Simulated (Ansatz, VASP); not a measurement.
# NaI: VASP beside Ansatz

```
Na I
1.0
     0.00000    3.17820    3.17820
     3.17820    0.00000    3.17820
     3.17820    3.17820    0.00000
Na I
1 1
Cartesian
  0.0000 0.0000 0.0000
  3.1782 3.1782 3.1782
```

Alike in both runs: functional PBE; dispersion D3(BJ); k mesh 6 × 6 × 6; occupations gaussian, width 0.02 eV; no spin polarisation.

Ansatz relaxed the structure, and its values are those at the end. VASP's run is a single point on that final structure, the one shown.

|  | VASP | Ansatz |
| --- | --- | --- |
| version | VASP 6.6.1 | Ansatz 0.2.0 |
| potentials or method | VASP PAW PBE potentials, release 64 (Na_pv, I) | scalar-relativistic, plane waves, PAW |
| plane-wave cutoff (eV) | 520 | 420 |
| valence electrons in the cell | 14 | 26 |

|  | VASP | Ansatz | Ansatz less VASP |
| --- | --- | --- | --- |
| gap on the k mesh at the Fermi level (eV) | 3.79 | 3.80 | +0.004 |
| least direct gap on the mesh (eV) | 3.79 | 3.80 | +0.004 |
| pressure (GPa) | 0.1 | 0.0 | -0.03 |

The two sets of potentials don't hold the same shells in valence.

Caveats: spin-orbit coupling is left out, which moves the levels of the heavy elements. A hybrid or GW would open this gap; PBE tends to underestimate it.
